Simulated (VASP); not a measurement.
All values below come from revTPSS meta-GGA, VASP's PBE PAW potentials (set 64) (plane waves; VASP).

Input for VASP

### KPOINTS_OPT
```
k-points along high-symmetry lines
10
Line-mode
Reciprocal
  0.000000   0.000000   0.000000 ! GAMMA
  0.500000   0.000000   0.500000 ! X

  0.500000   0.000000   0.500000 ! X
  0.625000   0.250000   0.625000 ! U

  0.375000   0.375000   0.750000 ! K
  0.000000   0.000000   0.000000 ! GAMMA

  0.000000   0.000000   0.000000 ! GAMMA
  0.500000   0.500000   0.500000 ! L

  0.500000   0.500000   0.500000 ! L
  0.500000   0.250000   0.750000 ! W

  0.500000   0.250000   0.750000 ! W
  0.500000   0.000000   0.500000 ! X
```

INCAR:
```
SYSTEM  =  Li2O
PREC  =  Accurate; ENCUT  =  520; LREAL  =  .FALSE.
LASPH  =  .TRUE.
EDIFF  =  1E-7; NELM  =  100; ALGO  =  Normal
LMIXTAU  =  .TRUE.
ISMEAR  =  -5
METAGGA  =  RTPSS
ISIF  =  2
LWAVE  =  .FALSE.; LCHARG  =  .FALSE.; LORBIT  =  11
NEDOS  =  601
LEFG  =  .TRUE.
```

File POSCAR:
```
Li2O
1
    0.0000000000     2.2947410564     2.2947410564
    2.2947410564     0.0000000000     2.2947410564
    2.2947410564     2.2947410564     0.0000000000
Li O
2 1
Direct
  0.2500000000   0.2500000000   0.2500000000
  0.7500000000   0.7500000000   0.7500000000
  1.0000000000   1.0000000000   1.0000000000
```

KPOINTS:
```
Automatic mesh
0
Gamma
9 9 9
0 0 0
```

POTCAR, in this order: Li_sv O (PBE.64 set). Program: vasp_std.

What VASP printed:

### OUTCAR
```
 ion  position               nearest neighbor table
   1  0.250  0.250  0.250-   3 1.99   3 1.99   3 1.99   3 1.99   2 2.29   2 2.29   2 2.29   2 2.29
                             2 2.29   2 2.29
   2  0.750  0.750  0.750-   3 1.99   3 1.99   3 1.99   3 1.99   1 2.29   1 2.29   1 2.29   1 2.29
                             1 2.29   1 2.29
   3  0.000  0.000  0.000-   1 1.99   2 1.99   2 1.99   2 1.99   2 1.99   1 1.99   1 1.99   1 1.99
  LATTYP: Found a face centered cubic cell.
 ALAT       =     4.5894821128
 Subroutine PRICEL returns:
 Original cell was already a primitive cell.
 Subroutine GETGRP returns: Found 48 space group operations
The static configuration has the point symmetry O_h .
The dynamic configuration has the point symmetry O_h .
 Subroutine INISYM returns: Found 48 space group operations
 Subroutine IBZKPT returns following result:
 Found     35 irreducible k-points:

 Following reciprocal coordinates:
            Coordinates               Weight
  0.000000  0.000000  0.000000      1.000000
  0.111111  0.000000  0.000000      8.000000
  0.222222  0.000000  0.000000      8.000000
  0.333333  0.000000  0.000000      8.000000
  0.444444  0.000000  0.000000      8.000000
  0.111111  0.111111  0.000000      6.000000
...
```

OSZICAR:
```
       N       E                     dE             d eps       ncg     rms          rms(c)
DAV:   1    -0.138414062986E+06   -0.13841E+06   -0.73216E+07   708   0.174E+08
DAV:   2    -0.589394806883E+07   -0.57555E+07   -0.57548E+07  1002   0.797E+05
DAV:   3    -0.595450355657E+07   -0.60555E+05   -0.60595E+05  1114   0.879E+05
DAV:   4    -0.595706947190E+07   -0.25659E+04   -0.44347E+04  1120   0.180E+05
DAV:   5    -0.605507619183E+07   -0.98007E+05   -0.98451E+05  1260   0.284E+04    0.100E+02
DAV:   6    -0.206958806639E+02    0.60551E+07   -0.14704E+04   754   0.107E+03    0.506E+01
DAV:   7    -0.344773671191E+02   -0.13781E+02   -0.33431E+02   864   0.146E+02    0.371E+01
DAV:   8    -0.134895304572E+02    0.20988E+02   -0.42857E+01   944   0.532E+01    0.217E+01
DAV:   9    -0.229307072503E+02   -0.94412E+01   -0.41359E+00   984   0.189E+01    0.198E+01
DAV:  10    -0.192829156571E+02    0.36478E+01   -0.95941E-01   730   0.126E+01    0.152E+01
DAV:  11    -0.165254159345E+02    0.27575E+01   -0.72980E+00   712   0.207E+01    0.366E+00
DAV:  12    -0.169268745916E+02   -0.40146E+00   -0.37506E-01   734   0.774E+00    0.498E+00
DAV:  13    -0.168802162949E+02    0.46658E-01   -0.11327E-01   708   0.468E+00    0.405E+00
DAV:  14    -0.169946535782E+02   -0.11444E+00   -0.88668E+02   700   0.374E+03    0.150E+00
DAV:  15    -0.177226227023E+02   -0.72797E+00   -0.60429E+00   700   0.322E+01    0.854E-01
DAV:  16    -0.173856889022E+02    0.33693E+00   -0.10822E-01   746   0.497E+00    0.104E+00
DAV:  17    -0.153148427042E+06   -0.15313E+06   -0.26752E+07   716   0.135E+08    0.440E+00
DAV:  18    -0.176490980748E+02    0.15313E+06   -0.58437E+02   812   0.103E+02    0.791E-01
DAV:  19    -0.170167262948E+02    0.63237E+00   -0.19492E+01   726   0.124E+02    0.229E-01
DAV:  20    -0.174421047241E+02   -0.42538E+00   -0.30933E+00   746   0.243E+01    0.161E-01
DAV:  21    -0.174227365025E+02    0.19368E-01   -0.14600E-01   858   0.495E+00    0.346E-01
DAV:  22    -0.174170084617E+02    0.57280E-02   -0.27737E-02   754   0.159E+00    0.113E-01
DAV:  23    -0.174174140602E+02   -0.40560E-03   -0.17904E-03   860   0.477E-01    0.799E-02
DAV:  24    -0.174173242724E+02    0.89788E-04   -0.94583E-05   872   0.149E-01    0.763E-02
DAV:  25    -0.174175189400E+02   -0.19467E-03   -0.18646E-04   794   0.216E-01    0.276E-02
DAV:  26    -0.174175315825E+02   -0.12642E-04   -0.74649E-05   914   0.793E-02    0.137E-02
DAV:  27    -0.174174858398E+02    0.45743E-04   -0.93097E-05   718   0.782E-02    0.240E-02
DAV:  28    -0.174175222751E+02   -0.36435E-04   -0.14683E-04   744   0.119E-01    0.390E-02
DAV:  29    -0.174175755784E+02   -0.53303E-04   -0.75000E-05  1030   0.112E-01    0.400E-02
DAV:  30    -0.174175506551E+02    0.24923E-04   -0.26877E-06   812   0.179E-02    0.329E-02
DAV:  31    -0.174175823210E+02   -0.31666E-04   -0.49874E-05   708   0.103E-01    0.396E-02
DAV:  32    -0.174175725315E+02    0.97895E-05   -0.47752E-06   718   0.250E-02    0.375E-02
DAV:  33    -0.174175696266E+02    0.29049E-05   -0.53278E-06   964   0.288E-02    0.377E-02
DAV:  34    -0.174175698644E+02   -0.23782E-06   -0.56617E-07   872   0.105E-02    0.394E-02
DAV:  35    -0.174175676015E+02    0.22629E-05   -0.66705E-07   964   0.128E-02    0.410E-02
DAV:  36    -0.174175658332E+02    0.17683E-05   -0.11157E-06   884   0.166E-02    0.427E-02
DAV:  37    -0.174175580285E+02    0.78048E-05   -0.26126E-06   960   0.234E-02    0.433E-02
DAV:  38    -0.174175470113E+02    0.11017E-04   -0.61107E-06   904   0.393E-02    0.468E-02
DAV:  39    -0.174175300288E+02    0.16983E-04   -0.40724E-06   990   0.298E-02    0.475E-02
DAV:  40    -0.174174889407E+02    0.41088E-04   -0.20690E-05   880   0.756E-02    0.542E-02
DAV:  41    -0.174174453916E+02    0.43549E-04   -0.10894E-05  1000   0.505E-02    0.563E-02
DAV:  42    -0.174174357053E+02    0.96863E-05   -0.18559E-06   852   0.210E-02    0.591E-02
DAV:  43    -0.174174343516E+02    0.13537E-05   -0.12067E-07   794   0.472E-03    0.599E-02
DAV:  44    -0.174174410230E+02   -0.66714E-05   -0.24829E-07   878   0.608E-03    0.594E-02
DAV:  45    -0.174175063573E+02   -0.65334E-04   -0.25472E-05   890   0.704E-02    0.547E-02
DAV:  46    -0.174175296706E+02   -0.23313E-04   -0.23358E-05   858   0.597E-02    0.443E-02
DAV:  47    -0.174175603434E+02   -0.30673E-04   -0.25181E-05   756   0.664E-02    0.353E-02
DAV:  48    -0.174175854504E+02   -0.25107E-04   -0.31927E-05   726   0.832E-02    0.246E-02
DAV:  49    -0.174175967912E+02   -0.11341E-04   -0.24357E-05   764   0.700E-02    0.149E-02
DAV:  50    -0.174175983631E+02   -0.15719E-05   -0.10335E-05   768   0.482E-02    0.744E-03
DAV:  51    -0.174175983269E+02    0.36214E-07   -0.25375E-06   772   0.243E-02    0.408E-03
DAV:  52    -0.174175973137E+02    0.10132E-05   -0.98990E-07   754   0.147E-02    0.137E-03
DAV:  53    -0.174175970987E+02    0.21500E-06   -0.10207E-07   458   0.406E-03    0.499E-04
DAV:  54    -0.174175968719E+02    0.22686E-06   -0.38438E-08   356   0.292E-03    0.139E-04
DAV:  55    -0.174175969067E+02   -0.34869E-07   -0.58216E-09   356   0.112E-03
   1 F= -.17417597E+02 E0= -.17417597E+02  d E =0.000000E+00
       N       E                     dE             ncg
       N       E                     dE             ncg
```

File OUTCAR:
```
------------------------ aborting loop because EDIFF is reached ----------------------------------------
  FORCE on cell =-STRESS in cart. coord.  units (eV):
  Direction    XX          YY          ZZ          XY          YZ          ZX
  --------------------------------------------------------------------------------------
  Total       -0.0463209     -0.0463209     -0.0463209      0.0000000      0.0000000      0.0000000
  in kB       -3.0708358     -3.0708358     -3.0708358      0.0000000      0.0000000      0.0000000
  external PRESSURE =      -3.0708358 kB  Pullay stress =       0.0000000 kB
  volume of cell :       24.17
      direct lattice vectors                 reciprocal lattice vectors
     0.000000000  2.294741056  2.294741056    -0.217889508  0.217889508  0.217889508
     2.294741056  0.000000000  2.294741056     0.217889508 -0.217889508  0.217889508
     2.294741056  2.294741056  0.000000000     0.217889508  0.217889508 -0.217889508
 POSITION                                       TOTAL-FORCE (eV/Angst)
 -----------------------------------------------------------------------------------
      1.14737      1.14737      1.14737        -0.000000     -0.000000     -0.000000
      3.44211      3.44211      3.44211         0.000000      0.000000      0.000000
      0.00000      0.00000      0.00000         0.000000      0.000000      0.000000
 -----------------------------------------------------------------------------------
    total drift:                               -0.000000      0.000000      0.000000
  FREE ENERGIE OF THE ION-ELECTRON SYSTEM (eV)
  ---------------------------------------------------
  free  energy   TOTEN  =       -17.4175969067 eV

  energy  without entropy=      -17.4175969067  energy(sigma->0) =      -17.41759691

 total charge

# of ion       s       p       d       tot
------------------------------------------
    1        2.037   0.073   0.000   2.109
    2        2.037   0.073   0.000   2.109
    3        1.523   3.490   0.000   5.013
--------------------------------------------------
tot          5.597   3.635   0.000   9.232

 Electric field gradients after diagonalization (V/A^2)
 (convention: |V_zz| > |V_xx| > |V_yy|)
----------------------------------------------------------------------
 ion       V_xx      V_yy      V_zz     asymmetry (V_yy - V_xx)/ V_zz
----------------------------------------------------------------------
   1      -0.006    -0.006     0.012       0.000
   2      -0.006    -0.006     0.012       0.000
   3      -0.003    -0.003     0.006       0.000
```
(Selected blocks of OUTCAR.)

OUTCAR:
```
 val. band max:        1.2690166052   @ k =   0.0000   0.0000   0.0000

 cond. band min:       6.3282530848   @ k =   0.4444   0.4444   0.0000


 Fermi energy:         1.3378402481

 k-point     1 :       0.0000    0.0000    0.0000
  band No.  band energies     occupation
      1     -42.9100      2.00000
      2     -42.5809      2.00000
      3     -14.9221      2.00000
      4       1.2690      2.00000
      5       1.2690      2.00000
      6       1.2690      2.00000
      7       6.5771      0.00000
      8      13.7317      0.00000
      9      13.7317      0.00000
     10      13.7318      0.00000

 k-point     2 :       0.1111    0.0000    0.0000
  band No.  band energies     occupation
      1     -42.8973      2.00000
      2     -42.5905      2.00000
      3     -14.8940      2.00000
      4       0.8280      2.00000
      5       1.2102      2.00000
      6       1.2102      2.00000
      7       6.9382      0.00000
      8      13.7408      0.00000
      9      13.9061      0.00000
     10      13.9062      0.00000

 k-point     3 :       0.2222    0.0000    0.0000
  band No.  band energies     occupation
      1     -42.8652      2.00000
      2     -42.6148      2.00000
      3     -14.8236      2.00000
      4      -0.1262      2.00000
      5       1.0684      2.00000
      6       1.0684      2.00000
      7       7.8121      0.00000
      8      13.5755      0.00000
      9      14.1529      0.00000
     10      14.1530      0.00000

 k-point     4 :       0.3333    0.0000    0.0000
  band No.  band energies     occupation
      1     -42.8173      2.00000
      2     -42.6539      2.00000
      3     -14.7391      2.00000
      4      -1.0431      2.00000
      5       0.9185      2.00000
      6       0.9185      2.00000
      7       8.9660      0.00000
      8      12.9381      0.00000
      9      14.0144      0.00000
     10      14.0145      0.00000

 k-point     5 :       0.4444    0.0000    0.0000
...
```

The compound is Li2O in the antifluorite structure. It was relaxed first.
